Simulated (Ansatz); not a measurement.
LiCl in the h-MgO-type structure was relaxed with 5 functionals in Ansatz, cell and atoms free, the symmetry of the start kept (meshes: PBE 12×12×6, r2SCAN 6×6×4, PBEsol 6×6×4, LDA 6×6×4, HSE06 6×6×4). The calculation is spin-unpolarised, and the structure need not be a phase that has been made.

The r2SCAN result:
```
Li Cl
1.0
     4.16187    0.00000    0.00000
    -2.08094    3.60429    0.00000
     0.00000    0.00000    5.23255
Li Cl
2 2
Cartesian
  0.0000 2.4029 1.3081
  2.0809 1.2014 3.9244
  2.0809 1.2014 1.3081
  0.0000 2.4029 3.9244
```

It is hexagonal, P6_3/mmc (No. 194); a = 4.162 Å, c = 5.233 Å in the conventional setting, 19.62 Å³ an atom. Li is surrounded by 5 Cl at 2.40–2.62 Å; Cl is surrounded by 5 Li at 2.40–2.62 Å.

Q: What lattice does HSE06 give?

A: a = 4.164 Å, c = 5.252 Å; the volume differs by +0.5 % from r2SCAN's. Li has 5 Cl at 2.40–2.63 Å; Cl has 5 Li at 2.40–2.63 Å.

Q: What lattice does LDA give?

A: a = 4.073 Å, c = 5.033 Å; the volume differs by -7.9 % from r2SCAN's. Around Li lie 5 Cl at 2.35–2.52 Å; around Cl lie 5 Li at 2.35–2.52 Å.

Q: Held at the r2SCAN cell, what mean stress do LDA and PBE find, and does its sign point to their own minimum?

A: Yes. LDA -2.24 GPa, and its relaxed volume is -7.9 % from r2SCAN's; PBE +0.63 GPa, and its relaxed volume is +2.3 % from r2SCAN's. Compression counts positive, so a positive stress asks for a larger cell.
